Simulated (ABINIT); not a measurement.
The system is Au.

```xyz
2
Lattice="1.4113 -2.5559 0.0000 1.4113 2.5559 0.0000 0.0000 0.0000 4.8932" Properties=species:S:1:pos:R:3 pbc="T T T"
Au    1.4113    0.8451    1.2233
Au    1.4113   -0.8451    3.6699
```

This isn't the form of Au at room conditions, which is fcc.

| Property | Result |
| --- | --- |
| Program | ABINIT 10.8.3 (patched build) |
| Task | single point |
| Functional | PBE |
| Potentials or basis | JTH PAW PBE v2.0 |
| Cutoff | 544 eV |
| k mesh | 11 × 11 × 6 |
| Occupations | fermi-dirac, width 0.05 eV |
| Spin | no spin polarisation |

On this cell: pressure 3.3 GPa; largest force 0.028 eV/Å; band gap on the k mesh none (metal or under the smearing width).

The same run follows on a disturbed copy (atoms moved at random, drawn with an rms of 0.05 Å):

```
Au
1.0
     1.41131   -2.55593    0.00000
     1.41131    2.55593    0.00000
     0.00000    0.00000    4.89317
Au
2
Cartesian
  1.3924 0.8131 1.2327
  1.3624 -0.8695 3.6292
```

Task: What does the disturbed cell give?

Result: The energy (extrapolated to zero smearing) moves by +3.9 meV/atom; pressure 3.5 GPa; largest force 0.324 eV/Å; band gap on the k mesh none (metal or under the smearing width).

Forces on the atoms (eV/Å):
```
Au  -0.012 -0.027 -0.322
Au   0.012  0.027  0.322
```

Stress tensor (GPa, compression positive):
```
6.48 0.06 0.10
0.06 1.82 0.06
0.10 0.06 2.12
```
